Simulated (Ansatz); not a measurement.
Abridged Ansatz (an electronic-structure program) output:

```
Relaxation: its limit of steps is 50 (relax.max_steps)
Pseudopotential: Ge, paw, valence charge 14
Pseudopotential: O, paw, valence charge 6
Crystal: 9 atoms, lattice volume = 129.589 Å³
Basis set: ecut = 420 eV, 2557 PW (Γ), exchange–correlation on 72×72×80 points (8 copies of the dense FFT grid, shifted against one another)
Bands: 48, of which v1, the nominal top of the filled ones, is band 39 counted from 1 (38 counted from 0)
Symmetry: 6 space group operations
k-points: 50 of 384 (time reversal used)
Functional: x = pbe(κ = 0.804, μ = 0.2195149727645171), c = pbe(β = 0.06672455060314922)
SCF iter   1: F=—  HF=-16289.034292 eV  |F-HF|=—  |Δ(HF+E_count)|=         —  Δρ=1.46e-3  dr2=7.46e-4  ethr=1.77e-3  ⟨swp⟩=6.0  Hψ=8962  notcnv=0  defer=47
SCF iter   2: F=—  HF=-16289.036880 eV  |F-HF|=—  |Δ(HF+E_count)|=   2.59e-3  Δρ=7.08e-4  dr2=1.86e-4  ethr=9.57e-7  ⟨swp⟩=3.0  Hψ=4883  notcnv=0  defer=101
SCF 1 converged in 6 iterations: F = -16289.037505 eV  dr2 = 1.78e-8
relax step   1: F+E_penalty+E_count = -16289.03750539 eV  Δ(F+E_penalty+E_count) = +0.000e0 eV  max|allowed force component| = 8.252e-4 eV/Å  Δτ_max = 0.0000 Å  P = -0.001 GPa  Ω = 129.589 Å³  (6 SCF iters, dr2 threshold 1.00e-7 eV, accepted)
[... steps on the carried basis left out ...]
relax step  13: F+E_penalty+E_count = -16288.91817410 eV  Δ(F+E_penalty+E_count) = -2.804e-4 eV  max|allowed force component| = 1.364e-4 eV/Å  Δτ_max = 0.0000 Å  P = +1.670 GPa  Ω = 127.338 Å³  stress off target by 6.23e-3 GPa  SCF on the basis re-selected at this cell (its energy is not comparable with the rows above)  (7 SCF iters)
SCF converged after 7 iterations
Free energy (F): -16288.918174 eV
Internal energy: -16288.918174 eV  (E = F + TS)
E sigma→0 (E₀):  -16288.918174 eV
Fermi energy:    5.134525 eV
--- Forces (eV/Å), atoms counted from 1 ---
  atom   1  Ge     0.00013636     0.00000000    -0.00000000
  atom   2  Ge    -0.00006818     0.00011809     0.00000000
  atom   3  Ge    -0.00006818    -0.00011809    -0.00000000
[...]
  atom   5  O     -0.00003698     0.00006500    -0.00005034
  atom   6  O     -0.00003780    -0.00006453    -0.00005034
  atom   7  O      0.00007478     0.00000047     0.00005034
  atom   8  O     -0.00003780     0.00006453     0.00005034
  atom   9  O     -0.00003698    -0.00006500     0.00005034
--- Stress (GPa, compression-positive) ---
        0.006230       0.000000       0.000000
        0.000000       0.006230       0.000000
        0.000000       0.000000       4.997277
  P = ⅓ Tr σ = 1.6699 GPa (16.699 kbar)
--- Relaxed structure (10 steps of the walk, 10 accepted, 3 SCFs on fresh bases) ---
  cell:  # Å, volume = 127.3379 Å³
    - [5.203180495511901, 0.0, 0.0]
    - [-2.6015902477559507, 4.506086489589011, -1.34303475049923e-32]
    - [0.0, -1.756093152826418e-32, 5.43111940666085]
  atoms:
    - { symbol: Ge, position: [0.45195577490105254, 2.7374008658378215e-20, 0.8333333333333333] }
    - { symbol: Ge, position: [-1.6653345369377348e-16, 0.4519557749010522, 0.16666666666666663] }
    - { symbol: Ge, position: [0.5480442250989477, 0.5480442250989477, 0.49999999999999994] }
    - { symbol: O, position: [0.39701134466149945, 0.29578077648168605, 0.7479548539660921] }
    - { symbol: O, position: [0.7042192235183139, 0.10123056817981327, 0.08128818729942519] }
    - { symbol: O, position: [0.8987694318201866, 0.6029886553385007, 0.41462152063275853] }
    - { symbol: O, position: [0.1012305681798133, 0.7042192235183139, 0.9187118127005746] }
    - { symbol: O, position: [0.29578077648168605, 0.39701134466149934, 0.2520451460339081] }
    - { symbol: O, position: [0.6029886553385007, 0.8987694318201866, 0.5853784793672414] }
```

**Question.** What was computed, and what are the main results?

**Answer.** GeO2, 9 atoms in the cell, with Ansatz, PBE, PAW, cutoff 420 eV, without spin-orbit coupling, from a series relaxed to a target (uniaxial stress, 5 GPa compression along z). The last SCF converged to F = -16288.918174 eV, or -1809.8798 eV per atom. The total energy compares only with runs of the same code, potentials and settings.

Load acts through the strain it causes; cell and atoms are relaxed under it. Beyond what the load breaks, stability against distortions was not tested. The cell was made from GeO2 (space group P3_121, No. 152) by this change: uniaxial stress, 5 GPa compression along z.

Keys are those of Ansatz 0.2.
